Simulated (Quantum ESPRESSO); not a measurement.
# PbSe (Clausthalite) (Fm-3m) in Quantum ESPRESSO: reference runs

Reference runs on PbSe (Clausthalite): the cell as given.

Program: Quantum ESPRESSO 7.5. These are calculated values, not measurements. Logs are shortened: lines on timing, memory, paths and dates and some standing lists are left out, and cuts for length are marked.

**Experimental background.**

From a printed reference work, monograph, for a bulk crystal of PbSe at 300 K: band gap 0.28 eV (direct).

The runs below are set against these values where they give the same quantity.

### Step 1. Starting point

The structure is cubic, space group Fm-3m (No. 225). Conventional cell: a = 6.121 Å, b = 6.121 Å, c = 6.121 Å, α = 90.00°, β = 90.00°, γ = 90.00°. Pb (site symmetry m-3m) has 6 Se at 3.06 Å as nearest neighbours. Around Se (site symmetry m-3m) lie 6 Pb at 3.06 Å.

### Step 2. Single point, PBEsol

File pw.in:

```
&CONTROL
  calculation = 'scf'
  prefix = 'pwscf'
  outdir = './tmp'
  pseudo_dir = './pseudo'
  tprnfor = .true.
  tstress = .true.
  disk_io = 'low'
/
&SYSTEM
  ibrav = 0
  nat = 2
  ntyp = 2
  ecutwfc = 45
  ecutrho = 360
  nbnd = 16
  occupations = 'smearing'
  smearing = 'fd'
  degauss = 0.00367493
/
&ELECTRONS
  conv_thr = 4d-10
  electron_maxstep = 120
  mixing_beta = 0.5
/
ATOMIC_SPECIES
Pb   207.2000 pb_pbesol_v1.uspp.F.UPF
Se    78.9710 se_pbesol_v1.uspp.F.UPF
CELL_PARAMETERS angstrom
   0.0000000000    3.0606500000    3.0606500000
   3.0606500000    0.0000000000    3.0606500000
   3.0606500000    3.0606500000    0.0000000000
ATOMIC_POSITIONS crystal
Pb     0.0000000000    0.0000000000    0.0000000000
Se     0.5000000000    0.5000000000    0.5000000000
K_POINTS automatic
8 8 8 0 0 0
```

File pp_density.in:

```
&INPUTPP
  prefix = 'pwscf'
  outdir = './tmp'
  filplot = 'density.dat'
  plot_num = 0
/
&PLOT
  nfile = 1
  filepp(1) = 'density.dat'
  iflag = 3
  output_format = 6
  fileout = 'density.cube'
/
```

File pp_potential.in:

```
&INPUTPP
  prefix = 'pwscf'
  outdir = './tmp'
  filplot = 'potential.dat'
  plot_num = 11
/
&PLOT
  nfile = 1
  filepp(1) = 'potential.dat'
  iflag = 3
  output_format = 6
  fileout = 'potential.cube'
/
```

Potentials or basis: GBRV 1.5 PBEsol.

Started as:

```sh
OMP_NUM_THREADS=1 mpirun -n 2 pw.x -nk 2 -in pw.in > pw.out
OMP_NUM_THREADS=1 mpirun -n 1 pp.x -in pp_density.in > pp_density.out
OMP_NUM_THREADS=1 mpirun -n 1 pp.x -in pp_potential.in > pp_potential.out
```

pw.out:

```text
This program is part of the open-source Quantum ESPRESSO suite
     for quantum simulation of materials; please cite
[... 13 lines left out ...]
     --------------------
     sticks:   dense  smooth     PW     G-vecs:    dense   smooth      PW
     Sum        1663     835    253                44735    15665    2685

     Using Slab Decomposition

     bravais-lattice index     =            0
     lattice parameter (alat)  =       8.1795  a.u.
     unit-cell volume          =     386.9614 (a.u.)^3
     number of atoms/cell      =            2
     number of atomic types    =            2
     number of electrons       =        20.00
     number of Kohn-Sham states=           16
     kinetic-energy cutoff     =      45.0000  Ry
     charge density cutoff     =     360.0000  Ry
     scf convergence threshold =      4.0E-10
     mixing beta               =       0.5000
     number of iterations used =            8  plain     mixing
     Exchange-correlation= SLA  PW   PSX  PSC
                           (   1   4  10   8   0   0   0)

     celldm(1)=   8.179515  celldm(2)=   0.000000  celldm(3)=   0.000000
     celldm(4)=   0.000000  celldm(5)=   0.000000  celldm(6)=   0.000000

     crystal axes: (cart. coord. in units of alat)
               a(1) = (   0.000000   0.707107   0.707107 )
               a(2) = (   0.707107   0.000000   0.707107 )
               a(3) = (   0.707107   0.707107   0.000000 )

     reciprocal axes: (cart. coord. in units 2 pi/alat)
               b(1) = ( -0.707107  0.707107  0.707107 )
               b(2) = (  0.707107 -0.707107  0.707107 )
               b(3) = (  0.707107  0.707107 -0.707107 )

     PseudoPot. # 1 for Pb read from file:
     pb_pbesol_v1.uspp.F.UPF
     Pseudo is Ultrasoft + core correction, Zval = 14.0
     Generated by new atomic code, or converted to UPF format
     Using radial grid of  899 points,  6 beta functions with:
                l(1) =   0
                l(2) =   0
                l(3) =   1
                l(4) =   1
                l(5) =   2
                l(6) =   2
     Q(r) pseudized with  6 coefficients,  rinner =    1.000   1.000   1.000
                                                       1.000   1.000

     PseudoPot. # 2 for Se read from file:
     se_pbesol_v1.uspp.F.UPF
     Pseudo is Ultrasoft + core correction, Zval =  6.0
     Generated by new atomic code, or converted to UPF format
     Using radial grid of  877 points,  6 beta functions with:
                l(1) =   0
                l(2) =   0
                l(3) =   1
                l(4) =   1
                l(5) =   2
                l(6) =   2
     Q(r) pseudized with  8 coefficients,  rinner =    1.300   1.300   1.300
                                                       1.300   1.300

     atomic species   valence    mass     pseudopotential
     Pb               14.00   207.20000     Pb( 1.00)
     Se                6.00    78.97100     Se( 1.00)

     48 Sym. Ops., with inversion, found

   Cartesian axes

     site n.     atom                  positions (alat units)
         1        Pb     tau(   1) = (   0.0000000   0.0000000   0.0000000  )
         2        Se     tau(   2) = (   0.7071068   0.7071068   0.7071068  )

     number of k points=    29  Fermi-Dirac smearing, width (Ry)=  0.0037
                       cart. coord. in units 2pi/alat
        k(    1) = (   0.0000000   0.0000000   0.0000000), wk =   0.0039062
        k(    2) = (   0.0883883   0.0883883  -0.0883883), wk =   0.0312500
        k(    3) = (   0.1767767   0.1767767  -0.1767767), wk =   0.0312500
        k(    4) = (   0.2651650   0.2651650  -0.2651650), wk =   0.0312500
        k(    5) = (  -0.3535534  -0.3535534   0.3535534), wk =   0.0156250
        k(    6) = (   0.1767767   0.0000000   0.0000000), wk =   0.0234375
[... 21 lines left out ...]
        k(   28) = (  -0.7071068   0.1767767  -0.0000000), wk =   0.0468750
        k(   29) = (  -0.7071068   0.3535534   0.0000000), wk =   0.0234375

     Dense  grid:    44735 G-vectors     FFT dimensions: (  50,  50,  50)

     Smooth grid:    15665 G-vectors     FFT dimensions: (  36,  36,  36)

     Check: negative core charge=   -0.000001

     Initial potential from superposition of free atoms

     starting charge      19.9978, renormalised to      20.0000

     negative rho (up, down):  1.555E-02 0.000E+00
     Starting wfcs are   13 randomized atomic wfcs +    3 random wfcs

     Self-consistent Calculation

     iteration #  1     ecut=    45.00 Ry     beta= 0.50
     Davidson diagonalization with overlap
     ethr =  1.00E-02,  avg # of iterations =  4.7

     Threshold (ethr) on eigenvalues was too large:
     Diagonalizing with lowered threshold

     Davidson diagonalization with overlap
     ethr =  3.38E-04,  avg # of iterations =  1.7

     negative rho (up, down):  1.473E-02 0.000E+00

     total energy              =    -207.25263709 Ry
     estimated scf accuracy    <       0.06665316 Ry

     iteration #  2     ecut=    45.00 Ry     beta= 0.50
     Davidson diagonalization with overlap
     ethr =  3.33E-04,  avg # of iterations =  2.2
[... 64 lines left out ...]
     iteration #  9     ecut=    45.00 Ry     beta= 0.50
     Davidson diagonalization with overlap
     ethr =  4.26E-12,  avg # of iterations =  3.6

     negative rho (up, down):  1.503E-02 0.000E+00

     End of self-consistent calculation

          k = 0.0000 0.0000 0.0000 (  1989 PWs)   bands (ev):

    -8.7320  -8.7320  -8.7320  -8.7296  -8.7296  -5.5766   1.6945   6.1617
     6.1617   6.1617  12.7070  12.7070  12.7070  14.4892  14.4892  14.4892

          k = 0.0884 0.0884-0.0884 (  1983 PWs)   bands (ev):

    -8.7338  -8.7338  -8.7314  -8.7265  -8.7265  -5.4577   1.3027   6.2028
     6.2028   6.4325  11.6238  12.0302  12.0302  14.2732  14.8351  14.8351
[... 83 lines left out ...]
    -8.8443  -8.7455  -8.7156  -8.6915  -8.6891  -4.1886   0.3348   3.4181
     4.9643   5.0790  11.8121  13.0080  13.1079  13.6652  16.1094  19.3246

          k = 0.0000-0.5303 0.5303 (  1954 PWs)   bands (ev):

    -8.8266  -8.7342  -8.7252  -8.6990  -8.6924  -4.1378  -0.0365   3.4231
     5.2980   5.6156  11.3728  12.0199  13.4272  13.7719  16.1121  18.1007

          k =-0.7071 0.0000 0.0000 (  1964 PWs)   bands (ev):

    -8.8606  -8.7506  -8.7101  -8.6863  -8.6863  -4.1266   0.6207   3.0122
     4.7871   4.7871  11.6186  13.6121  13.6121  14.0352  16.1078  19.3715

          k = 0.3536 0.1768 0.0000 (  1974 PWs)   bands (ev):

    -8.7702  -8.7345  -8.7326  -8.7103  -8.7060  -4.8505   0.2511   5.1231
     6.0558   6.8084   9.9207  11.1376  12.2013  13.9304  16.1051  16.8649

          k =-0.2652-0.4419 0.6187 (  1968 PWs)   bands (ev):
[... 16 lines left out ...]
    -8.8192  -8.7313  -8.7278  -8.7066  -8.6898  -4.1654  -0.0923   3.7890
     4.4485   6.6707  10.3839  12.3895  13.0405  14.5372  16.1112  16.7839

          k = 0.0000-0.3536 0.5303 (  1970 PWs)   bands (ev):

    -8.8038  -8.7359  -8.7189  -8.7153  -8.6938  -4.2281  -0.2324   3.9720
     4.7808   7.1885   9.6499  12.0213  12.7863  15.6967  15.7528  16.1128

          k =-0.7071 0.1768-0.0000 (  1964 PWs)   bands (ev):

    -8.8436  -8.7417  -8.7185  -8.6962  -8.6863  -4.1123   0.2708   3.2187
     4.4503   5.7868  11.8236  12.0587  13.7047  14.1257  16.1099  18.0837

          k =-0.7071 0.3536 0.0000 (  1964 PWs)   bands (ev):

    -8.8235  -8.7298  -8.7194  -8.7194  -8.6863  -4.0973  -0.0133   3.7745
     3.7745   7.2487   9.8682  12.9253  12.9253  15.6984  15.6984  16.1105

     the Fermi energy is     8.1306 ev

!    total energy              =    -207.27159467 Ry
     estimated scf accuracy    <          3.9E-12 Ry
     smearing contrib. (-TS)   =      -0.00004042 Ry
     internal energy E=F+TS    =    -207.27155425 Ry

     The total energy is F=E-TS. E is the sum of the following terms:
     one-electron contribution =     -39.70960187 Ry
     hartree contribution      =      32.66335354 Ry
     xc contribution           =     -92.44450223 Ry
     ewald contribution        =    -107.78080368 Ry

     convergence has been achieved in   9 iterations

     negative rho (up, down):  1.503E-02 0.000E+00

     Forces acting on atoms (cartesian axes, Ry/au):

     atom    1 type  1   force =     0.00000000    0.00000000    0.00000000
     atom    2 type  2   force =     0.00000000    0.00000000    0.00000000

     Total force =     0.000000     Total SCF correction =     0.000000

     Computing stress (Cartesian axis) and pressure

     negative rho (up, down):  1.503E-02 0.000E+00
          total   stress  (Ry/bohr**3)                   (kbar)     P=       -6.59
  -0.00004477   0.00000000   0.00000000           -6.59        0.00        0.00
   0.00000000  -0.00004477   0.00000000            0.00       -6.59        0.00
   0.00000000   0.00000000  -0.00004477            0.00        0.00       -6.59

=------------------------------------------------------------------------------=
   JOB DONE.
=------------------------------------------------------------------------------=
```

pp_density.out:

```text
This program is part of the open-source Quantum ESPRESSO suite
     for quantum simulation of materials; please cite
         "P. Giannozzi et al., J. Phys.:Condens. Matter 21 395502 (2009);
         "P. Giannozzi et al., J. Phys.:Condens. Matter 29 465901 (2017);
         "P. Giannozzi et al., J. Chem. Phys. 152 154105 (2020);
     in publications or presentations arising from this work. More details at

     IMPORTANT: XC functional enforced from input :
     Exchange-correlation= PBESOL
                           (   1   4  10   8   0   0   0)
     Any further DFT definition will be discarded
     Please, verify this is what you really want

     G-vector sticks info
     --------------------
     sticks:   dense  smooth     PW     G-vecs:    dense   smooth      PW
     Sum        1663     835    253                44735    15665    2685

     Using Slab Decomposition

     Check: negative core charge=   -0.000001

     negative rho (up, down):  1.503E-02 0.000E+00

     Calling punch_plot, plot_num =   0
     Writing data to file  density.dat
     Reading data from file  density.dat

     Writing data to be plotted to file density.cube
     Plot Type: 3D                     Output format: Gaussian cube

=------------------------------------------------------------------------------=
   JOB DONE.
=------------------------------------------------------------------------------=
```

It took 19 s on 2 MPI ranks of Intel Xeon Platinum 8375C at 2.90GHz (Ice Lake), shared host; peak memory 0.28 GiB.

Results:

```yaml
Free_energy: -2820.0737 eV
Pressure: -0.7 GPa
Band_gap_on_the_k_mesh: 0.21 eV, direct
```

Levels at points of the mesh, in eV from the valence-band top:
| k point | band 6 | band 7 | band 8 | band 9 | band 10 | band 11 | band 12 | band 13 | band 14 | band 15 |
| --- | --- | --- | --- | --- | --- | --- | --- | --- | --- | --- |
| (0.00, 0.00, 0.00) | -13.60 | -6.33 | -1.87 | -1.87 | -1.87 | 4.68 | 4.68 | 4.68 | 6.46 | 6.46 |
| (0.00, 0.00, -0.50) | -12.53 | -8.83 | -1.45 | -1.45 | 0.00 | 0.21 | 1.66 | 1.66 | 8.09 | 8.42 |
| (0.00, -0.50, -0.50) | -12.15 | -7.41 | -5.02 | -3.24 | -3.24 | 3.59 | 5.58 | 5.58 | 6.01 | 8.08 |

Caveat: spin-orbit coupling is left out, which as a rule narrows the gap of such compounds by several tenths of an eV.

### Step 3. Against experiment

Step 2. A measured gap of PbSe is 0.28 eV (direct; 300 K; a printed reference work, monograph); the calculated 0.21 eV misses it by -0.07 eV. 2 values of this kind are on record (0.15 to 0.28 eV); this one was drawn at random. Spin-orbit coupling on Pb, Se is left out. The value is that of PBEsol on a finite k mesh, which can miss the band edges, without temperature or zero-point motion. Semilocal functionals fall short of measured gaps as a rule.
